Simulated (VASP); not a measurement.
# Ge (Fd-3m) in VASP: notebook

One crystal, Ge, is run at these levels: PBEsol; tasks: relaxation of cell and atoms.

All numbers are computed with VASP 6.6.1; they aren't measurements. Logs are shortened: lines on timing, memory, paths and dates and some standing lists are left out, and cuts for length are marked.

## (1) The crystal as given

Symmetry: Fd-3m, No. 227, cubic system. The conventional cell has a = 5.658 Å, b = 5.658 Å, c = 5.658 Å, α = 90.00°, β = 90.00°, γ = 90.00°. Ge (site symmetry -43m) is surrounded by 4 Ge at 2.45 Å.

## (2) Relaxation of cell and atoms, PBEsol

Input file INCAR:

```
PREC     = Accurate       # precision mode
ENCUT    = 600            # plane-wave cutoff, eV
EDIFF    = 1E-6           # SCF threshold, eV
ISMEAR   = 0              # smearing method
SIGMA    = 0.03           # smearing width, eV
LREAL    = False          # projectors in reciprocal space
LASPH    = True           # aspherical terms in the spheres
NELM     = 80             # most SCF steps
ALGO     = Normal         # electronic algorithm
ISIF     = 3              # what is computed and relaxed
LWAVE    = False          # write WAVECAR
LCHARG   = False          # write CHGCAR
GGA      = PS             # functional
IBRION   = 2              # ionic algorithm
NSW      = 90             # ionic steps
EDIFFG   = -0.01          # ionic threshold
```

Input file KPOINTS:

```
Automatic mesh
0
Gamma
  10 10 10
```

Input file POSCAR:

```
Ge
1.0
    0.0000000000      2.8289100000      2.8289100000
    2.8289100000      0.0000000000      2.8289100000
    2.8289100000      2.8289100000      0.0000000000
Ge
2
Direct
    0.0000000000      0.0000000000      0.0000000000
    0.2500000000      0.2500000000      0.2500000000
```

Potentials or basis: VASP PAW PBE potentials, release 64 (Ge_d).

Started as:

```
$ cat potpaw_PBE.64/Ge_d/POTCAR > POTCAR
$ mpirun -np 1 vasp_std > vasp.out
```

OUTCAR:

```text
PREC = Accurate
   ENCUT = 600
   EDIFF = 1E-6
   ISMEAR = 0
   LREAL = False
   LASPH = True
   NELM = 80
   ISIF = 3
   GGA = PS
   IBRION = 2
   NSW = 90
   EDIFFG = -0.01

 ion  position               nearest neighbor table
   1  0.000  0.000  0.000-   2 2.45   2 2.45   2 2.45   2 2.45
   2  0.250  0.250  0.250-   1 2.45   1 2.45   1 2.45   1 2.45

  LATTYP: Found a face centered cubic cell.
 ALAT       =     5.6578200000

  Lattice vectors:

 A1 = (   0.0000000000,   2.8289100000,   2.8289100000)
 A2 = (   2.8289100000,   0.0000000000,   2.8289100000)
 A3 = (   2.8289100000,   2.8289100000,   0.0000000000)

Analysis of symmetry for initial positions (statically):
=====================================================================
 Subroutine PRICEL returns:
 Original cell was already a primitive cell.

 Routine SETGRP: Setting up the symmetry group for a
 face centered cubic supercell.

 Subroutine GETGRP returns: Found 48 space group operations
 (whereof 24 operations were pure point group operations)
 out of a pool of 48 trial point group operations.

The static configuration has the point symmetry T_d .
 The point group associated with its full space group is O_h .

Analysis of symmetry for dynamics (positions and initial velocities):
=====================================================================
 Subroutine PRICEL returns:
 Original cell was already a primitive cell.

 Routine SETGRP: Setting up the symmetry group for a
 face centered cubic supercell.

 Subroutine GETGRP returns: Found 48 space group operations
 (whereof 24 operations were pure point group operations)
 out of a pool of 48 trial point group operations.

The dynamic configuration has the point symmetry T_d .
 The point group associated with its full space group is O_h .

 Subroutine INISYM returns: Found 48 space group operations
 (whereof 24 operations are pure point group operations),
 and found     1 'primitive' translations

----------------------------------------------------------------------------------------

                                     Primitive cell

  volume of cell :      45.2780

  direct lattice vectors                    reciprocal lattice vectors
     0.000000000  2.828910000  2.828910000    -0.176746521  0.176746521  0.176746521
[... 89 lines left out ...]
   NSW    =     90    number of steps for IOM
   IBRION =      2    ionic relax: 0-MD 1-quasi-New 2-CG
   NFREE  =      1    steps in history (QN), initial steepest desc. (CG)
   ISIF   =      3    stress and relaxation
   ISYM   =      2    0-nonsym 1-usesym 2-fastsym
   POTIM  = 0.5000    time-step for ionic-motion
   TEBEG  =    0.0;   TEEND  =   0.0 temperature during run
   PSTRESS=    0.0 pullay stress
   NELECT =      28.0000    total number of electrons
   NUPDOWN=      -1.0000    fix difference up-down
   EMIN   =  10.00;   EMAX   =-10.00  energy-range for DOS
   EFERMI =   0.00;   METHOD = LEGACY
   ISMEAR =     0;   SIGMA  =   0.03  broadening in eV -4-tet -1-fermi 0-gaus
   EFERMI_NEDOS =   21; number of points for ismear=-14 and -15
   IALGO  =     38    algorithm
   IMIX   =      4    mixing-type and parameters
     AMIX     =   0.40;   BMIX     =  1.00
     AMIX_MAG =   1.60;   BMIX_MAG =  1.00
  volume/ion in A,a.u.               =      22.64       152.78
  Fermi-wavevector in a.u.,A,eV,Ry     =   1.394756  2.635708 26.468033  1.945346
  Thomas-Fermi vector in A             =   2.518275
   LORBIT       =      0    0 simple, 1 ext, 2 COOP (PROOUT), +10 PAW based schemes
   GGA     = PS    functional components
   LHFCALC =     F    Hartree Fock is set to
   AEXX    =    0.0000 exact exchange contribution
   IVDW    =     0    specifies the selected vdW correction
   LEPSILON=     F    determine dielectric tensor
   LRPA    =     F    only Hartree local field effects (RPA)
 conjugate gradient relaxation of ions
 non-spin polarized calculation
 Gauss-broadening in eV      SIGMA  =   0.03
  energy-cutoff  :      600.00
  volume of cell :       45.28
 maximum number of plane-waves:      1524
   NGX = 15   NGY = 15   NGZ = 15

--------------------------------------- Ionic step        1  -------------------------------------------

 number of electron      28.0000013 magnetization

 Free energy of the ion-electron system (eV)
  ---------------------------------------------------
  ext. energy  EPLUGINS =         0.00000000
  ---------------------------------------------------
  free energy    TOTEN  =        -9.87066962 eV

  energy without entropy =       -9.87061613  energy(sigma->0) =       -9.87064288

------------------------ aborting loop because EDIFF is reached ----------------------------------------

  FORCE on cell =-STRESS in cart. coord.  units (eV):
  Direction    XX          YY          ZZ          XY          YZ          ZX
  --------------------------------------------------------------------------------------
  -------------------------------------------------------------------------------------
  Total        0.1665325      0.1665325      0.1665325      0.0000000     -0.0000000     -0.0000000
  in kB        5.8928080      5.8928080      5.8928080      0.0000000     -0.0000000     -0.0000000
  external PRESSURE =       5.8928080 kB  Pullay stress =       0.0000000 kB
[... 59 lines left out ...]
--------------------------------------- Ionic step        3  -------------------------------------------

 number of electron      28.0000020 magnetization

 Free energy of the ion-electron system (eV)
  ---------------------------------------------------
  ext. energy  EPLUGINS =         0.00000000
  ---------------------------------------------------
  free energy    TOTEN  =        -9.87141132 eV

  energy without entropy =       -9.87136502  energy(sigma->0) =       -9.87138817

 E-fermi :   4.7821     XC(G=0): -10.0845

 val. band max:        4.7729685932   @ k =   0.0000   0.0000   0.0000
 cond. band min:       4.8675787144   @ k =   0.5000   0.0000   0.0000
 fundamental gap:      0.0946101211
 Fermi energy:         4.7821017730

 k-point     1 :       0.0000    0.0000    0.0000
  band No.  band energies     occupation
      1     -19.9771      2.00000
      2     -19.9771      2.00000
      3     -19.9771      2.00000
      4     -19.9412      2.00000
      5     -19.9412      2.00000
      6     -19.7340      2.00000
[... 481 lines left out ...]
      5     -19.8593      2.00000
      6     -19.8363      2.00000
[... 10 lines left out ...]
     17      11.3745      0.00000
     18      11.9375      0.00000

 [... further k-points ...]
[... 5 lines left out ...]
  --------------------------------------------------------------------------------------
  -------------------------------------------------------------------------------------
  Total       -0.0070966     -0.0070966     -0.0070966      0.0000000     -0.0000000     -0.0000000
  in kB       -0.2488145     -0.2488145     -0.2488145      0.0000000     -0.0000000     -0.0000000
  external PRESSURE =      -0.2488145 kB  Pullay stress =       0.0000000 kB
[... 17 lines left out ...]
  FREE ENERGIE OF THE ION-ELECTRON SYSTEM (eV)
  ---------------------------------------------------
  free  energy   TOTEN  =        -9.8714113220 eV

  energy  without entropy=       -9.8713650208  energy(sigma->0) =       -9.87138817

 reached required accuracy - stopping structural energy minimisation
```

CONTCAR:

```text
Ge
   1.00000000000000
     0.0000000000000000    2.8376024211592186    2.8376024211592186
     2.8376024211592186    0.0000000000000000    2.8376024211592186
     2.8376024211592186    2.8376024211592186    0.0000000000000000
  Ge
     2
Direct
     0.0000000000000000    0.0000000000000000    0.0000000000000000
     0.2500000000000000    0.2500000000000000    0.2500000000000000

  0.00000000E+00  0.00000000E+00  0.00000000E+00
  0.00000000E+00  0.00000000E+00  0.00000000E+00
```

Wall time 42 s (1 thread of AMD EPYC 9R45 (Zen 5), shared host); peak memory 0.16 GiB.

What came out:

```yaml
Free_energy: -9.8714 eV
Relaxed_volume: 22.85 Å³/atom
Relaxed_cell: a = 4.013 Å, b = 4.013 Å, c = 4.013 Å, α = 60.00°, β = 60.00°, γ = 60.00°
Space_group_after_relaxing_to_0.05_Å: Fd-3m (No. 227)
Energy_gained_by_relaxing: 0.4 meV/atom
Ionic_steps: 3
Pressure_after_relaxing: 0.0 GPa
Band_gap_on_the_k_mesh: none (metal or under the smearing width)
```

Step by step:
| step | energy change (eV) | largest force (eV/Å) | pressure (GPa) | volume (Å³) |
| --- | --- | --- | --- | --- |
| 1 | 0.0000 | 0.0000 | 0.59 | 45.28 |
| 2 | -0.0006 | 0.0000 | -0.10 | 45.83 |
| 3 | -0.0007 | 0.0000 | -0.02 | 45.70 |

Final structure:
```
Ge
1.0
     0.00000    2.83760    2.83760
     2.83760    0.00000    2.83760
     2.83760    2.83760    0.00000
Ge
2
Direct
  0.00000 0.00000 0.00000
  0.25000 0.25000 0.25000
```

Levels at points of the mesh, in eV from the Fermi level:
```csv
k point,band 10,band 11,band 12,band 13,band 14,band 15,band 16,band 17,band 18
"(0.00, 0.00, 0.00)",-24.50,-12.74,-0.10,-0.01,-0.01,-0.01,2.52,2.52,2.52
"(0.50, 0.00, 0.00)",-24.48,-10.66,-7.59,-1.40,-1.40,0.09,3.70,3.70,6.95
"(0.50, 0.50, 0.00)",-24.46,-8.88,-8.88,-3.07,-3.07,0.67,0.67,9.41,9.41
```

Caveat: the PAW data sets were made with another functional, which shifts forces and pressure a little; this crystal is a semiconductor, whose small gap the functional closes, so the metal is an error of the method.

## (3) Relaxation of cell and atoms, PBEsol

This run uses another cell than the first one, of 22.85 Å³/atom, 1.009 times its volume.

Changes to INCAR since step 2:

```diff
@@ -2,3 +2,3 @@
 ENCUT    = 600            # plane-wave cutoff, eV
-EDIFF    = 1E-6           # SCF threshold, eV
+EDIFF    = 1E-7           # SCF threshold, eV
 ISMEAR   = 0              # smearing method
@@ -15,2 +15,2 @@
 NSW      = 90             # ionic steps
-EDIFFG   = -0.01          # ionic threshold
+EDIFFG   = -0.005         # ionic threshold
```

KPOINTS is that of step 2.

Input file POSCAR:

```
Ge                                      
1.0
    0.0000000000      2.8376024212      2.8376024212
    2.8376024212      0.0000000000      2.8376024212
    2.8376024212      2.8376024212      0.0000000000
  Ge            
     2
Direct
     0.0000000000000000    0.0000000000000000    0.0000000000000000
     0.2500000000000000    0.2500000000000000    0.2500000000000000
```

Potentials or basis: VASP PAW PBE potentials, release 64 (Ge_d).

Started as:

```
$ cat potpaw_PBE.64/Ge_d/POTCAR > POTCAR
$ mpirun -np 1 vasp_std > vasp.out
```

OUTCAR:

```text
PREC = Accurate
   ENCUT = 600
   EDIFF = 1E-7
   ISMEAR = 0
   LREAL = False
   LASPH = True
   NELM = 80
   ISIF = 3
   GGA = PS
   IBRION = 2
   NSW = 90
   EDIFFG = -0.005

 ion  position               nearest neighbor table
   1  0.000  0.000  0.000-   2 2.46   2 2.46   2 2.46   2 2.46
   2  0.250  0.250  0.250-   1 2.46   1 2.46   1 2.46   1 2.46

  LATTYP: Found a face centered cubic cell.
 ALAT       =     5.6752048424

  Lattice vectors:

 A1 = (   0.0000000000,   2.8376024212,   2.8376024212)
 A2 = (   2.8376024212,   0.0000000000,   2.8376024212)
 A3 = (   2.8376024212,   2.8376024212,   0.0000000000)

Analysis of symmetry for initial positions (statically):
[... 323 lines left out ...]
 Free energy of the ion-electron system (eV)
  ---------------------------------------------------
  ext. energy  EPLUGINS =         0.00000000
  ---------------------------------------------------
  free energy    TOTEN  =        -9.87146664 eV

  energy without entropy =       -9.87142035  energy(sigma->0) =       -9.87144350

 E-fermi :   4.7882     XC(G=0): -10.0876

 val. band max:        4.7790782550   @ k =   0.0000   0.0000   0.0000
 cond. band min:       4.8755870042   @ k =   0.5000   0.0000   0.0000
 fundamental gap:      0.0965087492
 Fermi energy:         4.7882122125

 k-point     1 :       0.0000    0.0000    0.0000
  band No.  band energies     occupation
      1     -19.9718      2.00000
      2     -19.9717      2.00000
      3     -19.9717      2.00000
      4     -19.9358      2.00000
      5     -19.9358      2.00000
      6     -19.7283      2.00000
[... 481 lines left out ...]
      5     -19.8538      2.00000
      6     -19.8307      2.00000
[... 10 lines left out ...]
     17      11.3838      0.00000
     18      11.9467      0.00000

 [... further k-points ...]
[... 5 lines left out ...]
  --------------------------------------------------------------------------------------
  -------------------------------------------------------------------------------------
  Total       -0.0008465     -0.0008465     -0.0008465      0.0000000      0.0000000      0.0000000
  in kB       -0.0296987     -0.0296987     -0.0296987      0.0000000      0.0000000      0.0000000
  external PRESSURE =      -0.0296987 kB  Pullay stress =       0.0000000 kB
[... 17 lines left out ...]
  FREE ENERGIE OF THE ION-ELECTRON SYSTEM (eV)
  ---------------------------------------------------
  free  energy   TOTEN  =        -9.8714666434 eV

  energy  without entropy=       -9.8714203483  energy(sigma->0) =       -9.87144350

 reached required accuracy - stopping structural energy minimisation
```

OSZICAR:

```text
N       E                     dE             d eps       ncg     rms          rms(c)
DAV:   1     0.169008932233E+03    0.16901E+03   -0.16822E+04  1722   0.461E+03
DAV:   2     0.122578491040E+02   -0.15675E+03   -0.15408E+03  1692   0.578E+02
DAV:   3    -0.930395580670E+01   -0.21562E+02   -0.21302E+02  1842   0.153E+02
[... 35 lines left out ...]
DAV:   1    -0.987147894802E+01   -0.13263E-04   -0.17338E-04  2236   0.279E-01    0.206E-02
DAV:   2    -0.987147011412E+01    0.88339E-05   -0.13050E-05  2198   0.778E-02    0.102E-02
DAV:   3    -0.987146710387E+01    0.30103E-05   -0.49079E-06  2212   0.418E-02    0.240E-03
DAV:   4    -0.987146663004E+01    0.47383E-06   -0.56079E-07  1730   0.161E-02    0.484E-04
DAV:   5    -0.987146664341E+01   -0.13365E-07   -0.38660E-08   862   0.412E-03
   5 F= -.98714666E+01 E0= -.98714435E+01  d E =-.209124E-05
```

Wall time 63 s (1 thread of AMD EPYC 9R45 (Zen 5), shared host); peak memory 0.17 GiB.

Results:

```yaml
Free_energy: -9.8715 eV
Relaxed_volume: 22.83 Å³/atom
Relaxed_cell: a = 4.012 Å, b = 4.012 Å, c = 4.012 Å, α = 60.00°, β = 60.00°, γ = 60.00°
Space_group_after_relaxing_to_0.05_Å: Fd-3m (No. 227)
Energy_gained_by_relaxing: 0.0 meV/atom
Ionic_steps: 5
Pressure_after_relaxing: 0.0 GPa
Band_gap_on_the_k_mesh: none (metal or under the smearing width)
```

Final structure:
```
CELL_PARAMETERS angstrom
0.00000 2.83700 2.83700
2.83700 0.00000 2.83700
2.83700 2.83700 0.00000
ATOMIC_POSITIONS crystal
Ge 0.00000 0.00000 0.00000
Ge 0.25000 0.25000 0.25000
```

Caveat: the PAW data sets were made with another functional, which shifts forces and pressure a little; this crystal is a semiconductor, whose small gap the functional closes, so the metal is an error of the method.

## (4) Relaxation of cell and atoms, PBEsol

Input file INCAR:

```
ALGO = Normal
EDIFF = 1E-6
EDIFFG = -0.01
ENCUT = 600
GGA = PS
IBRION = 2
ISIF = 3
ISMEAR = 0
KPAR = 2
LASPH = True
LCHARG = False
LREAL = False
LWAVE = False
NELM = 80
NSW = 90
PREC = Accurate
SIGMA = 0.03
```

Input file KPOINTS:

```
k-points
0
Gamma
  10 10 10
```

Input file POSCAR:

```
Ge
1.0
    0.0000000000      2.8289100000      2.8289100000
    2.8289100000      0.0000000000      2.8289100000
    2.8289100000      2.8289100000      0.0000000000
Ge
2
Direct
    0.0000000000      0.0000000000      0.0000000000
    0.2500000000      0.2500000000      0.2500000000
```

Started as:

```
$ cat potpaw_PBE.64/Ge_d/POTCAR > POTCAR
$ mpirun -np 2 vasp_std > vasp.out
```

Run time: 41 s. Hardware: 2 MPI ranks of AMD EPYC 7R13 (Zen 3), shared host; peak memory 0.18 GiB.

It converged, with:

```yaml
Free_energy: -9.8714 eV
Relaxed_volume: 22.85 Å³/atom
Relaxed_cell: a = 4.013 Å, b = 4.013 Å, c = 4.013 Å, α = 60.00°, β = 60.00°, γ = 60.00°
Space_group_after_relaxing_to_0.05_Å: Fd-3m (No. 227)
Energy_gained_by_relaxing: 0.4 meV/atom
Ionic_steps: 3
Pressure_after_relaxing: 0.0 GPa
Band_gap_on_the_k_mesh: none (metal or under the smearing width)
```

Step by step:
```tsv
step	energy change (eV)	largest force (eV/Å)	pressure (GPa)	volume (Å³)
1	0.0000	0.0000	0.59	45.28
2	-0.0006	0.0000	-0.10	45.83
3	-0.0007	0.0000	-0.02	45.70
```

Final structure:
```
Ge
1.0
     0.00000    2.83760    2.83760
     2.83760    0.00000    2.83760
     2.83760    2.83760    0.00000
Ge
2
Direct
  0.00000 0.00000 0.00000
  0.25000 0.25000 0.25000
```

Levels at points of the mesh, in eV from the Fermi level:
| k point | band 10 | band 11 | band 12 | band 13 | band 14 | band 15 | band 16 | band 17 | band 18 |
| --- | --- | --- | --- | --- | --- | --- | --- | --- | --- |
| (0.00, 0.00, 0.00) | -24.50 | -12.74 | -0.10 | -0.01 | -0.01 | -0.01 | 2.52 | 2.52 | 2.52 |
| (0.50, 0.00, 0.00) | -24.48 | -10.66 | -7.59 | -1.40 | -1.40 | 0.09 | 3.70 | 3.70 | 6.95 |
| (0.50, 0.50, 0.00) | -24.46 | -8.88 | -8.88 | -3.07 | -3.07 | 0.67 | 0.67 | 9.41 | 9.41 |

Caveat: the PAW data sets were made with another functional, which shifts forces and pressure a little; this crystal is a semiconductor, whose small gap the functional closes, so the metal is an error of the method.

## (5) Relaxation of cell and atoms, PBEsol

This run uses another cell than the first one, of 22.85 Å³/atom, 1.009 times its volume.

Changes to INCAR since step 4:

```diff
@@ -1,4 +1,4 @@
 ALGO = Normal
-EDIFF = 1E-6
-EDIFFG = -0.01
+EDIFF = 1E-7
+EDIFFG = -0.005
 ENCUT = 600
```

KPOINTS is that of step 4.

Input file POSCAR:

```
Ge                                      
1.0
    0.0000000000      2.8376024240      2.8376024240
    2.8376024240     -0.0000000000      2.8376024240
    2.8376024240      2.8376024240      0.0000000000
  Ge            
     2
Direct
     0.0000000000000000    0.0000000000000000    0.0000000000000000
     0.2500000000000000    0.2500000000000000    0.2500000000000000
```

Started as:

```
$ cat potpaw_PBE.64/Ge_d/POTCAR > POTCAR
$ mpirun -np 2 vasp_std > vasp.out
```

Wall time 48 s (2 MPI ranks of AMD EPYC 7R13 (Zen 3), shared host); peak memory 0.18 GiB.

The run converged. Its results:

```yaml
Free_energy: -9.8715 eV
Relaxed_volume: 22.83 Å³/atom
Relaxed_cell: a = 4.012 Å, b = 4.012 Å, c = 4.012 Å, α = 60.00°, β = 60.00°, γ = 60.00°
Space_group_after_relaxing_to_0.05_Å: Fd-3m (No. 227)
Energy_gained_by_relaxing: 0.0 meV/atom
Ionic_steps: 5
Pressure_after_relaxing: 0.0 GPa
Band_gap_on_the_k_mesh: none (metal or under the smearing width)
```

Final structure:
```cif
data_structure
_symmetry_space_group_name_H-M 'P 1'
_symmetry_Int_Tables_number 1
_cell_length_a 4.0121
_cell_length_b 4.0121
_cell_length_c 4.0121
_cell_angle_alpha 60.000
_cell_angle_beta 60.000
_cell_angle_gamma 60.000
_cell_volume 45.67
loop_
_atom_site_label
_atom_site_type_symbol
_atom_site_fract_x
_atom_site_fract_y
_atom_site_fract_z
_atom_site_occupancy
Ge1 Ge 0.00000 0.00000 0.00000 1
Ge2 Ge 0.25000 0.25000 0.25000 1
```

Levels at points of the mesh, in eV from the Fermi level:
```
           k point  band 10  band 11  band 12  band 13  band 14  band 15  band 16  band 17  band 18
(0.00, 0.00, 0.00)   -24.50   -12.74    -0.09    -0.01    -0.01    -0.01     2.52     2.52     2.52
(0.50, 0.00, 0.00)   -24.48   -10.66    -7.60    -1.40    -1.40     0.09     3.70     3.70     6.95
(0.50, 0.50, 0.00)   -24.46    -8.88    -8.88    -3.07    -3.07     0.67     0.67     9.41     9.41
```

Caveat: the PAW data sets were made with another functional, which shifts forces and pressure a little; this crystal is a semiconductor, whose small gap the functional closes, so the metal is an error of the method.
